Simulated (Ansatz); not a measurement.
**How far is PAW off for Bi2Te3?**

```xyz
5
Lattice="2.1930 1.2661 9.9624 -2.1930 1.2661 9.9624 0.0000 -2.5323 9.9624" Properties=species:S:1:pos:R:3 pbc="T T T"
Bi    0.0000    0.0000   11.9548
Bi    0.0000    0.0000   17.9322
Te    0.0000    0.0000    0.0000
Te    0.0000    0.0000    6.2613
Te    0.0000    0.0000   23.6257
```

Atoms are numbered in the order listed.

The cell is COD entry 9011962, as deposited and not checked against the literature; nothing was relaxed. The listed cell was then made from it by scaling, straining or moving an atom.

Spin–orbit coupling is left out, though it moves levels of the heavy atoms by tenths of an eV or more.

All numbers are computed: DFT, PBE, PAW with Ansatz's default frozen-core files, scalar-relativistic (Ansatz 0.2.0); DFT, PBE, all-electron LAPW, scalar-relativistic (Ansatz 0.2.0).

For PAW: a Γ-centred 7×7×7 k mesh, Fermi–Dirac smearing of 0.08 eV, cutoff 420 eV, no spin polarisation. LAPW targets a basis error of 1 meV/atom. The Ansatz runs share mesh, smearing and spin set-up. Plane-wave (PAW) pressures include the program's estimate of the Pulay term.

Stress and pressure are positive in compression.

PAW results:

| quantity | PAW |
| --- | --- |
| pressure (GPa) | 3.12 |
| stress xx (GPa) | 2.96 |
| stress zz (GPa) | 3.45 |
| force on Bi1, z (eV/Å) | -0.013 |
| force on Te4, z (eV/Å) | -0.128 |

Q: What does LAPW (all electrons) give for the same quantities?

A: 
| quantity | LAPW |
| --- | --- |
| pressure (GPa) | 3.14 |
| stress xx (GPa) | 2.97 |
| stress zz (GPa) | 3.46 |
| force on Bi1, z (eV/Å) | -0.013 |
| force on Te4, z (eV/Å) | -0.129 |
